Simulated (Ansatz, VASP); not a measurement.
HCl: VASP beside Ansatz

File POSCAR:

```
HCl
1.0
    0.0000000000      2.7180012200      2.7180012200
    2.7180012200      0.0000000000      2.7180012200
    2.7180012200      2.7180012200      0.0000000000
H Cl
1 1
Direct
    0.0000000000      0.0000000000      0.0000000000
    0.5000000000      0.5000000000      0.5000000000
```

Contents of INCAR.step1:

```
SYSTEM = HCl
ALGO = Normal
EDIFF = 1E-4
ENCUT = 520
GGA = PE
ISMEAR = -5
LASPH = .TRUE.
LCHARG = .FALSE.
LREAL = .FALSE.
LWAVE = .TRUE.
NBANDS = 11
NELM = 80
PREC = Accurate
SIGMA = 0.1
```

INCAR.step2

```
SYSTEM = HCl
ALGO = Normal
EDIFF = 1E-6
ENCUT = 520
ISIF = 2
ISMEAR = -5
ISTART = 1
LASPH = .TRUE.
LCHARG = .FALSE.
LMIXTAU = .TRUE.
LREAL = .FALSE.
LWAVE = .FALSE.
METAGGA = R2SCAN
NBANDS = 11
NELM = 80
PREC = Accurate
SIGMA = 0.1
```

File KPOINTS:

```
k-points
0
G
  8 8 8
  0 0 0
```

Input for Ansatz:

```yaml
crystal:
  lattice:
    - [0.0, 2.71800122, 2.71800122]
    - [2.71800122, 0.0, 2.71800122]
    - [2.71800122, 2.71800122, 0.0]
  atoms:
    - { symbol: H, position: [0.0, 0.0, 0.0] }
    - { symbol: Cl, position: [0.5, 0.5, 0.5] }
  symmetry: { tolerance: 0.0003 }
kpoints:
  mp_grid: { grid: [8, 8, 8], shift: [0, 0, 0] }
  band_path:
    path:
      - [0.0, 0.0, 0.0]
      - [0.5, 0.0, 0.5]
      - [0.625, 0.25, 0.625]
      - [0.375, 0.375, 0.75]
      - [0.0, 0.0, 0.0]
      - [0.5, 0.5, 0.5]
      - [0.5, 0.25, 0.75]
      - [0.5, 0.0, 0.5]
    npoints: 8
magnetization:
  spin_polarized: false
scf:
  occupations: { method: tetrahedron }
  lower_state_search: "off"
  max_iter: 200
hamiltonian:
  pseudopotentials: { kind: paw }
  xc: r2scan
basis:
  ecutwfc: 500
  fft_grid_basis: typed
output:
  forces: true
  stress: true
  eigenvalues: true
  bader: true
  populations: true
  elf: true
  write_potential: true
  volumetric_format: npy
  dos:
    e_range: [-12, 8]
    de: 0.05
    projected: { site_lists: { Cl: [Cl], H: [H] } }
checkpoint:
  read: saved_state
```

The real solid is made of molecules; this cell is a model form.

Alike in both runs: task single point; functional r2SCAN; k mesh 8 × 8 × 8; occupations tetrahedron; no spin polarisation.

|  | VASP | Ansatz |
| --- | --- | --- |
| version | VASP 6.6.1 | Ansatz 0.2.0 |
| potentials or method | VASP PAW PBE potentials, release 64 (H, Cl) | PAW plane waves |
| plane-wave cutoff (eV) | 520 | 500 |
| valence electrons in the cell | 8 | 8 |

|  | VASP | Ansatz | Ansatz less VASP |
| --- | --- | --- | --- |
| pressure (GPa) | -10.2 | -10.1 | +0.08 |

The functional is the same, so the differences come from potentials, cutoffs and numerics. Ansatz warned: «band_table_not_solved_further».

Caveats: the PAW data sets were made with another functional, which shifts forces and pressure a little (VASP); tetrahedron occupations give inexact forces and stress in metals.
